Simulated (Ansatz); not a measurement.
# CHF3 (singlet): from Hartree-Fock to the top rungs, STO-3G

Aim: climb from Hartree-Fock through coupled cluster and multireference methods for CHF3 (singlet) at one geometry and basis, and see what each rung misses.

Computed with Ansatz 0.2.0, Gaussian basis. Level: STO-3G, core rule «outside noble gas», up to 4 orbitals frozen.

The runs, in order: UHF; CCSD(T) on RHF; BCCD(T) on RHF; CISD; CCSDT(Q) on RHF; CISDTQ; CCSDTQ on RHF; CASSCF and MRCISD+Q, 8 electrons in 8 orbitals; CASSCF and MRCISD+Q(relaxed), 8 electrons in 8 orbitals; CASSCF and NEVPT2, 8 electrons in 8 orbitals; Full CI.

14 further runs of the same task are left out: 1 that didn't finish, 13 set aside as unsound or not needed.

### Step 1. The geometry

The geometry is an MP2(full)/6-31G* stationary point (not a proven minimum).

5 atoms, charge 0, spin multiplicity 1.

Atoms are counted from 1 here; the program's logs count them from 0.

Bond lengths: C1–H2 1.088 Å, C1–F3 1.343 Å, C1–F4 1.343 Å, C1–F5 1.343 Å. Angles: H2–C1–F3 110.5°, H2–C1–F4 110.5°, H2–C1–F5 110.5°, F3–C1–F4 108.5°, F3–C1–F5 108.5°, F4–C1–F5 108.5°.

### Step 2. UHF

Contents of in.yaml:

```yaml
crystal:
  periodic: [false, false, false]
  atoms:
    - {symbol: C, position_ang: [0.000000, 0.000000, 0.366733]}
    - {symbol: H, position_ang: [0.000000, 0.000000, 1.455195]}
    - {symbol: F, position_ang: [0.000000, 1.258200, -0.103017]}
    - {symbol: F, position_ang: [1.089633, -0.629100, -0.103017]}
    - {symbol: F, position_ang: [-1.089633, -0.629100, -0.103017]}
basis:
  gaussian: {orbitals: STO-3G}
magnetization: {spin_polarized: true, initial_magnetization: 0}
hamiltonian: {xc: hf}
output: {orbitals: {seedname: orbitals}}
```

Started as:

```console
> ansatz run in.yaml --threads 1 --pin off --events-out ev --progress --plain --max-ram 4096MiB --backend cpu
```

After this run come: CCSD(T) on RHF; BCCD(T) on RHF; CISD; CCSDT(Q) on RHF; CISDTQ; CCSDTQ on RHF; CASSCF and MRCISD+Q, 8 electrons in 8 orbitals; CASSCF and MRCISD+Q(relaxed), 8 electrons in 8 orbitals; CASSCF and NEVPT2, 8 electrons in 8 orbitals; Full CI.

**Question.** What will the summary of the whole plan be? Wanted: FCI below the RHF energy; RMP2 from FCI; RCCSD from FCI; RCCSD(T) from FCI; RCCSDT(Q) from FCI; NEVPT2 frontier from FCI; MRCISD+Q frontier from FCI; MRCISD+Q(relaxed) frontier from FCI; T1 diagnostic.

The runs gave:

| quantity | value |
| --- | --- |
| FCI below the RHF energy | -3.4350 eV |
| RMP2 from FCI | +80.6 kJ/mol |
| RCCSD from FCI | +12.2 kJ/mol |
| RCCSD(T) from FCI | +2.4 kJ/mol |
| RCCSDT(Q) from FCI | -0.1 kJ/mol |
| NEVPT2 frontier from FCI | +29.0 kJ/mol |
| MRCISD+Q frontier from FCI | +3.1 kJ/mol |
| MRCISD+Q(relaxed) frontier from FCI | +1.0 kJ/mol |
| levels within 1 kcal/mol (43 meV) | RCCSD(T), BCCD(T), RCCSDT, CISDTQ, RCCSDT(Q), RCCSDTQ, MRCISD+Q frontier, MRCISD+Q(relaxed) frontier |
| T1 diagnostic | 0.009 |
| effectively unpaired electrons | 0.03 |

What this shows: RCCSD(T) misses by +2.4 kJ/mol, 0.7 % of the correlation energy. One determinant dominates. Of the multireference levels listed MRCISD+Q(relaxed) frontier comes nearest in total energy (+1.0 kJ/mol), which doesn't show that its space is the better one. These misses are within one basis, not against nature.
